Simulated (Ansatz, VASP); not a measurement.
# Two plane-wave programs on ZnSe (Stilleite)

The input POSCAR:

```
ZnSe
1.0
    0.0000000000      2.8038123702      2.8038123702
    2.8038123702      0.0000000000      2.8038123702
    2.8038123702      2.8038123702      0.0000000000
Zn Se
1 1
Direct
    0.0000000000      0.0000000000      0.0000000000
    0.2500000000      0.2500000000      0.2500000000
```

File INCAR.step1:

```
SYSTEM = ZnSe
PREC = Accurate
ENCUT = 520
ISMEAR = 0
SIGMA = 0.01
LREAL = .False.
LASPH = .True.
NELM = 60
NBANDS = 16
GGA = PE
ALGO = Normal
EDIFF = 1E-4
LWAVE = .True.
LCHARG = .False.
```

Contents of INCAR.step2:

```
SYSTEM = ZnSe
PREC = Accurate
ENCUT = 520
EDIFF = 1E-7
ISMEAR = 0
SIGMA = 0.01
LREAL = .False.
LASPH = .True.
NELM = 60
ALGO = Normal
ISIF = 2
LWAVE = .False.
LCHARG = .False.
METAGGA = R2SCAN
LMIXTAU = .True.
NBANDS = 16
ISTART = 1
```

KPOINTS

```
Automatic mesh
0
Gamma
  6 6 6
  0 0 0
```

Input for Ansatz:

```yaml
crystal:
  lattice:
    - [0.0, 2.8038123702, 2.8038123702]
    - [2.8038123702, 0.0, 2.8038123702]
    - [2.8038123702, 2.8038123702, 0.0]
  atoms:
    - { symbol: Zn, position: [0.0, 0.0, 0.0] }
    - { symbol: Se, position: [0.25, 0.25, 0.25] }
kpoints:
  mp_grid: { grid: [6, 6, 6] }
hamiltonian:
  xc: r2scan
scf:
  occupations: { method: fixed }
  n_extra_bands: 4
output:
  forces: true
  stress: true
  eigenvalues: true
```

Alike in both runs: task single point; functional r2SCAN; k mesh 6 × 6 × 6; no spin polarisation.

|  | VASP | Ansatz |
| --- | --- | --- |
| version | VASP 6.6.1 | Ansatz 0.2.0 |
| potentials or method | VASP PAW PBE potentials, release 64 (Zn, Se) | plane waves, PAW |
| plane-wave cutoff (eV) | 520 | 500 |
| occupations | gaussian, width 0.01 eV | fixed |
| valence electrons in the cell | 18 | 28 |

Ansatz gave:

| Quantity | Value |
| --- | --- |
| gap on the k mesh at the Fermi level (eV) | 2.00 |
| pressure (GPa) | 2.2 |

**Question.** What did VASP give for the same quantities?

**Answer.** gap on the k mesh at the Fermi level (eV): 2.01; pressure (GPa): 2.3.

The two sets of potentials don't hold the same shells in valence.

Caveats: the PAW data sets were made with another functional, which shifts forces and pressure a little (VASP). r2SCAN opens gaps a little over a GGA but as a rule still falls short of measured ones.
